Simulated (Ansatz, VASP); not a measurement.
## Br in VASP and in Ansatz

```
CELL_PARAMETERS angstrom
0.00000 1.79019 1.79019
1.79019 0.00000 1.79019
1.79019 1.79019 0.00000
ATOMIC_POSITIONS crystal
Br 0.00000 0.00000 0.00000
```

Change from the starting cell: volume scaled by 0.5, LAPW.

Alike in both runs: task single point; functional LDA; k mesh 14 × 14 × 14; occupations fermi-dirac, width 0.1 eV; no spin polarisation.

```csv
,VASP,Ansatz
version,VASP 6.6.1,Ansatz 0.2.0
potentials or method,"VASP PAW LDA potentials, release 64 (Br), cutoff 520 eV","all-electron LAPW, scalar-relativistic"
```

VASP gave:

```
pressure (GPa) : 170.2
```

Task: Which values does Ansatz return?

Result: Pressure (GPa): 168.7.

Ansatz ran all-electron here, so the differences hold the error of VASP's frozen core and of both bases.

Caveats: the cell as given lies far from equilibrium; so large a pressure means that the cell lies far from this level's equilibrium, or that cutoff or potentials fall short (VASP); an odd number of electrons without spin polarisation forces a metal; a magnetic or distorted state may lie lower.
